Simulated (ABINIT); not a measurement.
Crystal: Ta.

```xyz
1
Lattice="-1.6513 1.6513 1.6513 1.6513 -1.6513 1.6513 1.6513 1.6513 -1.6513" Properties=species:S:1:pos:R:3 pbc="T T T"
Ta    0.0000    0.0000    0.0000
```

Base run:

| Property | Result |
| --- | --- |
| Program | ABINIT 10.8.3 (patched build) |
| Functional | PBE |
| Potentials or basis | JTH PAW PBE v2.0 |
| Cutoff | 517 eV |
| k mesh | 11 × 11 × 11 |
| Occupations | fermi-dirac, width 0.05 eV |
| Spin | no spin polarisation |

Its results: band gap on the k mesh none (metal or under the smearing width); pressure 2.4 GPa.

Problem. After a change of settings the same cell gave: band gap on the k mesh none (metal or under the smearing width); pressure -5.1 GPa. Which change was it?
A. functional from PBE to AM05
B. functional from PBE to BP86; spin from no spin polarisation to spin-orbit coupling, no magnetisation
C. functional from PBE to PBEsol; k mesh from 11 × 11 × 11 to 7 × 7 × 7
D. functional from PBE to rPW86PBE; spin from no spin polarisation to spin-orbit coupling, no magnetisation

Solution. A.

AM05 binds more tightly than PBE, so the same cell stands under less pressure.

Caveats: the PAW data sets were made with another functional, which shifts forces and pressure a little (some runs).

Not every run made on this cell is shown here.
